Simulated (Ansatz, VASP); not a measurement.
Given: the input of a run of Ansatz 0.2.0 on Ga.

Contents of input.yaml:

```yaml
crystal:
  lattice:
    - [1.4784385925, -4.1447261231, 0.0]
    - [1.4784385925, 4.1447261231, 0.0]
    - [0.0, 0.0, 3.2321726471]
  atoms:
    - { symbol: Ga, position: [0.133, 0.867, 0.75] }
    - { symbol: Ga, position: [0.867, 0.133, 0.25] }
hamiltonian:
  xc: lda
  pseudopotentials: { kind: paw }
kpoints:
  mp_grid: { grid: [10, 10, 8] }
scf:
  occupations: { method: fermi_dirac, width: 0.05 }
output:
  forces: true
  stress: true
  eigenvalues: true
```

Potentials or basis: Ansatz PAW.

Launch:

```console
$ ansatz run input.yaml --threads 1 --pin off --max-ram 3584MiB --backend cpu --events-out ev --progress --plain --runs-dir out
```

**Question.** Translate it to VASP 6.6.1. Potentials there: VASP PAW LDA potentials, release 64 (Ga_d).

**Answer.** As run (the cutoff follows the program's own potentials):

File INCAR:

```
SYSTEM = Ga
  PREC = Accurate
  ENCUT = 520
  EDIFF = 1E-6
  ISMEAR = -1
  SIGMA = 0.05
  LREAL = .FALSE.
  LASPH = .TRUE.
  NELM = 100
  ALGO = Fast
  ISIF = 2
  LWAVE = .FALSE.
  LCHARG = .FALSE.
  NBANDS = 20
```

Contents of KPOINTS:

```
regular mesh
0
G
  10 10 8
  0 0 0
```

The input POSCAR:

```
Ga
1.0
    1.4784385925     -4.1447261231      0.0000000000
    1.4784385925      4.1447261231      0.0000000000
    0.0000000000      0.0000000000      3.2321726471
Ga
2
Direct
    0.1330000000      0.8670000000      0.7500000000
    0.8670000000      0.1330000000      0.2500000000
```

Potentials or basis: VASP PAW LDA potentials, release 64 (Ga_d).

Run with:

```console
$ cat potpaw_LDA.64/Ga_d/POTCAR > POTCAR
$ mpirun -np 1 vasp_std > vasp.out
```

Both were run:

|  | VASP | Ansatz | Ansatz less VASP |
| --- | --- | --- | --- |
| gap on the k mesh at the Fermi level (eV) | none | none | - |
| pressure (GPa) | -6.2 | -6.3 | -0.05 |
| largest component of the traceless stress (GPa) | 0.88 | 0.86 | -0.018 |
| rms of the force components (eV/Å) | 0.102 | 0.099 | -0.0022 |

Atom by atom the forces differ by 0.002 eV/Å (rms over components). A gap of «none» marks a metal or a gap that the smearing closes.

Caveats: the PAW data sets come from PBE, with cores solved anew for the run's functional, which leaves a small shift of forces and pressure (Ansatz).
